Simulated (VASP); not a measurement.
# Te (C2/m) in VASP: notebook

One crystal, Te, is run at these levels: PBE; tasks: single point.

All numbers are computed with VASP 6.6.1; they aren't measurements. Logs are shortened: lines on timing, memory, paths and dates and some standing lists are left out, and cuts for length are marked.

## Step 1: Starting point

Symmetry: C2/m, No. 12, monoclinic system. The conventional cell has a = 7.641 Å, b = 4.296 Å, c = 5.977 Å, α = 90.00°, β = 90.90°, γ = 90.00°. Te (site symmetry 2/m) is surrounded by 6 Te at 3.09 to 3.31 Å. Te (site symmetry m) has 6 Te at 3.03 to 3.47 Å as nearest neighbours.

This isn't the form of Te at room conditions, which is trigonal, of chains.

## Step 2: Single point, PBE

The input, INCAR:

```
ADDGRID = F
ALGO = Normal
EDIFF = 1E-6
ENCUT = 460
GGA = PE
ISIF = 2
ISMEAR = 0
LASPH = F
LCHARG = F
LREAL = F
LWAVE = F
NBANDS = 16
NELM = 100
PREC = Accurate
SIGMA = 0.05
```

The input, KPOINTS:

```
k-points
0
Gamma
  3 3 2
```

The input, POSCAR:

```
Te
1.0
    3.8202894285     -2.1482026000      0.0000000000
    3.8202894285      2.1482026000      0.0000000000
   -0.0942908673      0.0000000000      5.9760906531
Te
3
Direct
    0.0053760000      0.0030970000      0.0153300000
    0.3128830000      0.3144850000      0.3485460000
    0.7243610000      0.6723340000      0.6509690000
```

Potentials or basis: VASP PAW PBE potentials, release 64 (Te).

Run with:

```console
> cat potpaw_PBE.64/Te/POTCAR > POTCAR
> mpirun -np 1 vasp_std > vasp.out
```

OUTCAR:

```text
EDIFF = 1E-6
   ENCUT = 460
   GGA = PE
   ISIF = 2
   ISMEAR = 0
   LASPH = F
   LREAL = F
   NELM = 100
   PREC = Accurate

 Found     10 irreducible k-points:

 Following reciprocal coordinates:
            Coordinates               Weight
  0.000000  0.000000  0.000000      1.000000
  0.333333 -0.000000 -0.000000      2.000000
  0.000000 -0.333333  0.000000      2.000000
  0.333333  0.333333  0.000000      2.000000
 -0.333333  0.333333  0.000000      2.000000
  0.000000  0.000000  0.500000      1.000000
   k-points           NKPTS =     10   k-points in BZ     NKDIM =     10   number of bands    NBANDS=     16
   number of dos      NEDOS =    301   number of ions     NIONS =      3
   total plane-waves  NPLWV =  43008
   dimension x,y,z NGX =    32 NGY =   32 NGZ =   42
   dimension x,y,z NGXF=    64 NGYF=   64 NGZF=   84
   ions per type =               3
   NGX,Y,Z   is equivalent  to a cutoff of  12.14, 12.14, 11.68 a.u.
   NGXF,Y,Z  is equivalent  to a cutoff of  24.28, 24.28, 23.36 a.u.
 SYSTEM =  unknown system
   PREC   = accura    normal or accurate (medium, high low for compatibility)
   ISTART =      0    job   : 0-new  1-cont  2-samecut
   ICHARG =      2    charge: 1-file 2-atom 10-const
   ISPIN  =      1    spin polarized calculation?
   LNONCOLLINEAR =      F non collinear calculations
   LSORBIT =      F    spin-orbit coupling
   LASPH  =      F    aspherical Exc in radial PAW
   ENCUT  =  460.0 eV  33.81 Ry    5.81 a.u.   7.66  7.66 10.45*2*pi/ulx,y,z
   NELM   =    100;   NELMIN=  2; NELMDL= -5     # of ELM steps
   EDIFF  = 0.1E-05   stopping-criterion for ELM
   LREAL  =      F    real-space projection
   EDIFFG = 0.1E-04   stopping-criterion for IOM
   NSW    =      0    number of steps for IOM
   IBRION =     -1    ionic relax: 0-MD 1-quasi-New 2-CG
   NFREE  =      0    steps in history (QN), initial steepest desc. (CG)
   ISIF   =      2    stress and relaxation
   ISYM   =      2    0-nonsym 1-usesym 2-fastsym
   POTIM  = 0.5000    time-step for ionic-motion
   TEBEG  =    0.0;   TEEND  =   0.0 temperature during run
   PSTRESS=    0.0 pullay stress
   NELECT =      18.0000    total number of electrons
   NUPDOWN=      -1.0000    fix difference up-down
   EMIN   =  10.00;   EMAX   =-10.00  energy-range for DOS
   EFERMI =   0.00;   METHOD = LEGACY
   ISMEAR =     0;   SIGMA  =   0.05  broadening in eV -4-tet -1-fermi 0-gaus
   EFERMI_NEDOS =   21; number of points for ismear=-14 and -15
   IALGO  =     38    algorithm
   IMIX   =      4    mixing-type and parameters
     AMIX     =   0.40;   BMIX     =  1.00
     AMIX_MAG =   1.60;   BMIX_MAG =  1.00
  volume/ion in A,a.u.               =      32.70       220.64
  Fermi-wavevector in a.u.,A,eV,Ry     =   0.930307  1.758025 11.775440  0.865470
  Thomas-Fermi vector in A             =   2.056681
   LORBIT       =      0    0 simple, 1 ext, 2 COOP (PROOUT), +10 PAW based schemes
   GGA     = PE    functional components
   LHFCALC =     F    Hartree Fock is set to
   AEXX    =    0.0000 exact exchange contribution
   IVDW    =     0    specifies the selected vdW correction
   LEPSILON=     F    determine dielectric tensor
   LRPA    =     F    only Hartree local field effects (RPA)
 non-spin polarized calculation
 Gauss-broadening in eV      SIGMA  =   0.05
  energy-cutoff  :      460.00
  volume of cell :       98.09
 maximum number of plane-waves:      2206
 NGX is ok and might be reduce to    30
   NGX = 15   NGY = 15   NGZ = 21

 number of electron      17.9999999 magnetization

 Free energy of the ion-electron system (eV)
  ---------------------------------------------------
  ext. energy  EPLUGINS =         0.00000000
  ---------------------------------------------------
  free energy    TOTEN  =        -8.98378193 eV

  energy without entropy =       -8.98006255  energy(sigma->0) =       -8.98192224

 E-fermi :   6.5762     XC(G=0):  -9.2638

 val. band max:        6.1833390497   @ k =  -0.3333   0.3333   0.5000
 cond. band min:       6.5798822669   @ k =  -0.3333   0.3333   0.5000
 fundamental gap:      0.3965432172
 Fermi energy:         6.5761844549

 k-point     1 :       0.0000    0.0000    0.0000
  band No.  band energies     occupation
      1      -7.3387      2.00000
      2      -4.1340      2.00000
      3      -3.6961      2.00000
      4       3.3673      2.00000
      5       3.7056      2.00000
      6       4.3103      2.00000
[... 8 lines left out ...]
     15      12.5043      0.00000
     16      12.6786      0.00000

 k-point     2 :       0.3333   -0.0000   -0.0000
  band No.  band energies     occupation
      1      -6.4400      2.00000
      2      -4.3786      2.00000
      3      -3.8159      2.00000
      4       1.3202      2.00000
      5       2.1818      2.00000
      6       2.6381      2.00000
[... 8 lines left out ...]
     15      13.3299      0.00000
     16      14.7279      0.00000

 k-point     3 :       0.0000   -0.3333    0.0000
  band No.  band energies     occupation
      1      -6.4483      2.00000
      2      -4.4654      2.00000
      3      -3.6945      2.00000
      4       1.4456      2.00000
      5       2.0288      2.00000
      6       2.6719      2.00000
[... 8 lines left out ...]
     15      13.3871      0.00000
     16      14.4146      0.00000

 k-point     4 :       0.3333    0.3333    0.0000
  band No.  band energies     occupation
      1      -6.5989      2.00000
      2      -4.3462      2.00000
      3      -3.6619      2.00000
      4       1.4761      2.00000
      5       2.1719      2.00000
      6       2.5529      2.00000
[... 8 lines left out ...]
     15      13.6150      0.00000
     16      14.8031      0.00000

 k-point     5 :      -0.3333    0.3333    0.0000
  band No.  band energies     occupation
      1      -5.5650      2.00000
      2      -4.7791      2.00000
      3      -4.2346      2.00000
      4       1.9415      2.00000
      5       2.2044      2.00000
      6       2.6602      2.00000
[... 8 lines left out ...]
     15      12.0303      0.00000
     16      15.1333      0.00000

 k-point     6 :       0.0000    0.0000    0.5000
  band No.  band energies     occupation
      1      -6.8523      2.00000
      2      -5.8932      2.00000
      3      -1.8506      2.00000
      4       2.6661      2.00000
      5       3.4670      2.00000
      6       3.8932      2.00000
[... 8 lines left out ...]
     15      11.4983      0.00000
     16      13.4898      0.00000

 [... further k-points ...]

------------------------ aborting loop because EDIFF is reached ----------------------------------------

  FORCE on cell =-STRESS in cart. coord.  units (eV):
  Direction    XX          YY          ZZ          XY          YZ          ZX
  --------------------------------------------------------------------------------------
  -------------------------------------------------------------------------------------
  Total        1.1035624      2.2795770      0.0275023      0.1809836      0.0157284     -0.7884762
  in kB       18.0255607     37.2345555      0.4492224      2.9561812      0.2569069    -12.8789510
  external PRESSURE =      18.5697796 kB  Pullay stress =       0.0000000 kB

 VOLUME and BASIS-vectors are now :
 -----------------------------------------------------------------------------
  energy-cutoff  :      460.00
  volume of cell :       98.09
      direct lattice vectors                 reciprocal lattice vectors
     3.820289429 -2.148202600  0.000000000     0.130880136 -0.232752721  0.002065029
     3.820289429  2.148202600  0.000000000     0.130880136  0.232752721  0.002065029
    -0.094290867  0.000000000  5.976090653     0.000000000  0.000000000  0.167333472

 POSITION                                       TOTAL-FORCE (eV/Angst)
 -----------------------------------------------------------------------------------
      0.03092     -0.00490      0.09161         0.096836     -0.053033      0.166355
      2.36386      0.00344      2.08294        -0.245876      0.199633     -0.163701
      5.27440     -0.11176      3.89025         0.149040     -0.146600     -0.002654
 -----------------------------------------------------------------------------------
    total drift:                                0.000043      0.000001     -0.000006

  FREE ENERGIE OF THE ION-ELECTRON SYSTEM (eV)
  ---------------------------------------------------
  free  energy   TOTEN  =        -8.9837819342 eV

  energy  without entropy=       -8.9800625460  energy(sigma->0) =       -8.98192224
```

OSZICAR:

```text
N       E                     dE             d eps       ncg     rms          rms(c)
DAV:   1     0.616510980972E+02    0.61651E+02   -0.58370E+03   320   0.791E+02
DAV:   2    -0.541563606203E+01   -0.67067E+02   -0.64100E+02   432   0.127E+02
DAV:   3    -0.896868726725E+01   -0.35531E+01   -0.35237E+01   384   0.318E+01
DAV:   4    -0.902701296320E+01   -0.58326E-01   -0.58316E-01   480   0.487E+00
DAV:   5    -0.902779505694E+01   -0.78209E-03   -0.78209E-03   424   0.483E-01    0.127E+01
DAV:   6    -0.898290453290E+01    0.44891E-01   -0.95786E-02   400   0.173E+00    0.789E+00
DAV:   7    -0.898384631507E+01   -0.94178E-03   -0.54001E-02   416   0.126E+00    0.937E-01
DAV:   8    -0.898394105144E+01   -0.94736E-04   -0.28837E-03   448   0.314E-01    0.361E-01
DAV:   9    -0.898376033762E+01    0.18071E-03   -0.78960E-04   440   0.146E-01    0.828E-02
DAV:  10    -0.898378257556E+01   -0.22238E-04   -0.11859E-04   384   0.584E-02    0.240E-02
DAV:  11    -0.898378133285E+01    0.12427E-05   -0.15763E-05   416   0.223E-02    0.773E-03
DAV:  12    -0.898378193416E+01   -0.60131E-06   -0.22861E-06   384   0.777E-03
   1 F= -.89837819E+01 E0= -.89819222E+01  d E =-.371939E-02
```

stdout:

```text
POSCAR found type information on POSCAR Te
 POSCAR found :  1 types and       3 ions
 scaLAPACK will be used
 LDA part: xc-table for (Slater+PW92), standard interpolation
 POSCAR, INCAR and KPOINTS ok, starting setup
 FFT: planning ... GRIDC
 FFT: planning ... GRID_SOFT
 FFT: planning ... GRID
 WAVECAR not read
 entering main loop
```

Run time: 9.4 s. Hardware: 1 thread of AMD EPYC 7R13 (Zen 3), shared host; peak memory 0.15 GiB.

These settings aren't checked as converged: the numbers below hold their error.

Results:

```yaml
Free_energy: -8.9838 eV
Pressure: 1.9 GPa
Largest_force: 0.357 eV/Å
Band_gap_on_the_k_mesh: none (metal or under the smearing width)
```

Caveat: the k mesh is coarse (spacing up to 0.56 Å⁻¹), so the values aren't converged.

## Step 3: Single point, PBE

The input, INCAR:

```
ADDGRID = F
ALGO = Normal
EDIFF = 1E-4
ENCUT = 460
GGA = PE
ISIF = 2
ISMEAR = 0
LASPH = T
LCHARG = F
LREAL = Auto
LWAVE = F
NBANDS = 16
NELM = 100
PREC = Normal
SIGMA = 0.05
```

KPOINTS is that of step 2.

The input, POSCAR:

```
Te
1.0
    3.8202894285     -2.1482026000      0.0000000000
    3.8202894285      2.1482026000      0.0000000000
   -0.0942908673      0.0000000000      5.9760906531
Te
3
Direct
    0.0000000000      0.0000000000      0.0000000000
    0.3094466100      0.3094466100      0.3388094900
    0.6905533900      0.6905533900      0.6611905100
```

Potentials or basis: VASP PAW PBE potentials, release 64 (Te).

Run with:

```console
> cat potpaw_PBE.64/Te/POTCAR > POTCAR
> mpirun -np 1 vasp_std > vasp.out
```

OUTCAR:

```text
EDIFF = 1E-4
   ENCUT = 460
   GGA = PE
   ISIF = 2
   ISMEAR = 0
   LASPH = T
   LREAL = Auto
   NELM = 100
   PREC = Normal

 Found      8 irreducible k-points:

 Following reciprocal coordinates:
            Coordinates               Weight
  0.000000  0.000000  0.000000      1.000000
  0.333333 -0.000000 -0.000000      4.000000
  0.333333  0.333333  0.000000      2.000000
 -0.333333  0.333333  0.000000      2.000000
  0.000000  0.000000  0.500000      1.000000
  0.333333 -0.000000  0.500000      4.000000
   k-points           NKPTS =      8   k-points in BZ     NKDIM =      8   number of bands    NBANDS=     16
   number of dos      NEDOS =    301   number of ions     NIONS =      3
   total plane-waves  NPLWV =  18432
   dimension x,y,z NGX =    24 NGY =   24 NGZ =   32
   dimension x,y,z NGXF=    48 NGYF=   48 NGZF=   64
   ions per type =               3
   NGX,Y,Z   is equivalent  to a cutoff of   9.10,  9.10,  8.90 a.u.
   NGXF,Y,Z  is equivalent  to a cutoff of  18.21, 18.21, 17.80 a.u.
 SYSTEM =  unknown system
   PREC   = normal    normal or accurate (medium, high low for compatibility)
   ISTART =      0    job   : 0-new  1-cont  2-samecut
   ICHARG =      2    charge: 1-file 2-atom 10-const
   ISPIN  =      1    spin polarized calculation?
[... 58 lines left out ...]
 fundamental gap:      0.3063394328
 Fermi energy:         6.4980348564

 k-point     1 :       0.0000    0.0000    0.0000
  band No.  band energies     occupation
      1      -7.2083      2.00000
      2      -4.0092      2.00000
      3      -3.8824      2.00000
      4       3.7124      2.00000
      5       3.7801      2.00000
      6       4.2416      2.00000
[... 91 lines left out ...]
      3      -3.3321      2.00000
      4       1.2954      2.00000
      5       2.8095      2.00000
      6       3.2784      2.00000
[... 8 lines left out ...]
     15      13.0785      0.00000
     16      13.8207      0.00000

 [... further k-points ...]

------------------------ aborting loop because EDIFF is reached ----------------------------------------

  FORCE on cell =-STRESS in cart. coord.  units (eV):
  Direction    XX          YY          ZZ          XY          YZ          ZX
  --------------------------------------------------------------------------------------
  -------------------------------------------------------------------------------------
  Total        1.2654354      2.5410792     -1.1579147      0.0000000      0.0000000     -0.5714753
  in kB       20.6695905     41.5059258    -18.9133498      0.0000000      0.0000000     -9.3344632
  external PRESSURE =      14.4207222 kB  Pullay stress =       0.0000000 kB

 VOLUME and BASIS-vectors are now :
 -----------------------------------------------------------------------------
  energy-cutoff  :      460.00
  volume of cell :       98.09
      direct lattice vectors                 reciprocal lattice vectors
     3.820289429 -2.148202600  0.000000000     0.130880136 -0.232752721  0.002065029
     3.820289429  2.148202600  0.000000000     0.130880136  0.232752721  0.002065029
    -0.094290867  0.000000000  5.976090653     0.000000000  0.000000000  0.167333472

 POSITION                                       TOTAL-FORCE (eV/Angst)
 -----------------------------------------------------------------------------------
      0.00000      0.00000      0.00000        -0.000000      0.000000      0.000000
      2.33240      0.00000      2.02476        -0.288520     -0.000000      0.210846
      5.21388      0.00000      3.95133         0.288520     -0.000000     -0.210846
 -----------------------------------------------------------------------------------
    total drift:                                0.000000     -0.000000     -0.000000

  FREE ENERGIE OF THE ION-ELECTRON SYSTEM (eV)
  ---------------------------------------------------
  free  energy   TOTEN  =        -8.9593525681 eV

  energy  without entropy=       -8.9593520823  energy(sigma->0) =       -8.95935233
```

stdout:

```text
POSCAR found type information on POSCAR Te
 POSCAR found :  1 types and       3 ions
 scaLAPACK will be used
 -----------------------------------------------------------------------------
|                                                                             |
|                                                                             |
|     You have a (more or less) 'small supercell' and for smaller cells       |
|     it is recommended to use the reciprocal-space projection scheme!        |
|     The real-space optimization is not efficient for small cells and it     |
|     is also less accurate ...                                               |
|     Therefore, set LREAL=.FALSE. in the INCAR file.                         |
|                                                                             |
 -----------------------------------------------------------------------------

 LDA part: xc-table for (Slater+PW92), standard interpolation
 POSCAR, INCAR and KPOINTS ok, starting setup
 FFT: planning ... GRIDC
 FFT: planning ... GRID_SOFT
 FFT: planning ... GRID
 WAVECAR not read
 entering main loop
```

It took 5.2 s on 1 thread of AMD EPYC 7R13 (Zen 3), shared host; peak memory 0.11 GiB.

The run converged, but some of its settings lie outside the range that counts as converged, so its numbers aren't taken as properties of the crystal.

What came out:

* Free energy: -8.9594 eV
* Pressure: 1.4 GPa
* Largest force: 0.357 eV/Å
* Band gap on the k mesh: none (metal or under the smearing width)

Caveat: the k mesh is coarse (spacing up to 0.56 Å⁻¹), so the values aren't converged.

## Step 4: Single point, PBE

INCAR is that of step 3.

KPOINTS is that of step 3.

The input, POSCAR:

```
Te
1.0
    3.8202894285     -2.1482026000      0.0000000000
    3.8202894285      2.1482026000      0.0000000000
   -0.0942908673      0.0000000000      5.9760906531
Te
3
Direct
    0.0053760000      0.0030970000      0.0153300000
    0.3128830000      0.3144850000      0.3485460000
    0.7243610000      0.6723340000      0.6509690000
```

Run with:

```console
> cat potpaw_PBE.64/Te/POTCAR > POTCAR
> mpirun -np 1 vasp_std > vasp.out
```

Wall time 6.3 s (1 thread of AMD EPYC 7R13 (Zen 3), shared host); peak memory 0.11 GiB.

These settings aren't checked as converged: the numbers below hold their error.

Results:

| Property | Result |
| --- | --- |
| Free energy | -8.9889 eV |
| Pressure | 1.9 GPa |
| Largest force | 0.361 eV/Å |
| Band gap on the k mesh | none (metal or under the smearing width) |

Caveat: the k mesh is coarse (spacing up to 0.56 Å⁻¹), so the values aren't converged.
